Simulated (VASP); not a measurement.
A run of VASP 6.6.1 is set up as follows.

The input INCAR:

```
PREC = Accurate
ENCUT = 520
EDIFF = 1E-7
ISMEAR = -1
SIGMA = 0.05
LREAL = F
LASPH = T
NELM = 80
ALGO = Normal
ISIF = 2
LWAVE = F
LCHARG = F
GGA = PE
NBANDS = 12
```

File KPOINTS:

```
Automatic mesh
0
Gamma
  10 10 10
```

The input POSCAR:

```
Sc
1.0
    3.2019616822      0.0000000000      0.0000000000
    1.5021078373      2.8441406042      0.0000000000
    1.5489936237      0.9264468030      2.6741812389
Sc
1
Direct
    0.0000000000      0.0000000000      0.0000000000
```

Potentials or basis: VASP PAW PBE potentials, release 64 (Sc_sv).

Launch:

```bash
$ cat potpaw_PBE.64/Sc_sv/POTCAR > POTCAR
$ mpirun -np 1 vasp_std > vasp.out
```

(1) Predict the pressure.

(2) What does it give for the band gap on the k mesh?

Answers

(1) 0.8 GPa.

(2) none (metal or under the smearing width).
